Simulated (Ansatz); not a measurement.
# Structural energy differences of aluminium

Computed with DFT, revPBE, plane waves (420 eV) with PAW, scalar-relativistic in Ansatz. The PAW files were generated under PBE, with cores re-solved for the functional.

Each structure is relaxed within its own symmetry, so a high-lying one may be dynamically unstable.

| structure | ΔE (meV/atom) | V (Å³/atom) | cell | magnetic state |
| --- | --- | --- | --- | --- |
| fcc | 0 | 16.72 | a = 4.059 Å | spin not included |
| dhcp | 15 | 16.80 | a = 2.859 Å, c = 9.489 Å (c/a = 3.319) | spin not included |
| hcp | 36 | 16.86 | a = 2.893 Å, c = 4.653 Å (c/a = 1.609) | spin not included |
| A15 | 76 | 17.18 | a = 5.161 Å | spin not included |
| bcc | 96 | 17.20 | a = 3.252 Å | spin not included |
| omega (AlB2-type) | 114 | 17.45 | a = 4.605 Å, c = 2.850 Å (c/a = 0.619) | spin not included |
| simple cubic | 373 | 20.46 | a = 2.735 Å | spin not included |
| diamond | 735 | 28.16 | a = 6.085 Å | spin not included |

ΔE counts from fcc.

Differences under about 8 meV lie within the error of the k-point mesh.
